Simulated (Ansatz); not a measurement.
**ZrS₂: what symmetry allows forces and stress to be**

```
CELL_PARAMETERS angstrom
3.69675 0.00000 0.00000
-1.84838 3.20148 0.00000
0.00000 0.00000 5.60658
ATOMIC_POSITIONS crystal
Zr 0.00000 0.00000 0.00000
S 0.33333 0.66667 0.21780
S 0.66667 0.33333 0.78220
```

All numbers below come from Ansatz, DFT PBE, scalar-relativistic, plane waves, PAW.

Plane waves to 420 eV, a k mesh through Γ of 9×9×6 on the computed 3-atom cell and Gaussian smearing (0.02 eV); no spin polarisation.

This distorted cell has space group P-3m1, with 12 operations.

Without a calculation: in which directions can each atom feel a force?

A force must be left unchanged by every operation that keeps its atom in place, so it lies in the space that those operations leave fixed. Atoms that the group maps onto each other feel forces of one size.
```json
{"atom": "Zr1", "site symmetry": "-3m.", "operations at the site": "12", "equivalent to atom": "1", "allowed force (Cartesian)": "none"}
{"atom": "S2", "site symmetry": "3m.", "operations at the site": "6", "equivalent to atom": "2", "allowed force (Cartesian)": "along (0.00, 0.00, 1.00)"}
{"atom": "S3", "site symmetry": "3m.", "operations at the site": "6", "equivalent to atom": "2", "allowed force (Cartesian)": "along (0.00, 0.00, 1.00)"}
```

That leaves 1 independent force component of 9. A relaxation in this cell that keeps the symmetry moves the atoms in these directions alone.

And the stress tensor?

It must be invariant under the point group, which leaves 2 independent components: yz, xz, xy vanish; xx = yy.

Do the computed values obey this?

Yes. Forces (eV/Å):
```
Zr1  0.000  0.000  0.000
S2   0.000  0.000  2.519
S3   0.000  0.000 -2.519
```

Stress (GPa, compression positive, xx yy zz yz xz xy): 13.11 13.11 16.24 0.00 0.00 0.00. The program imposes the same operations on density, forces and stress, so this confirms the analysis and is no independent test of the calculation.

 The cell holds layers, and where no dispersion correction was added their binding is poorly described.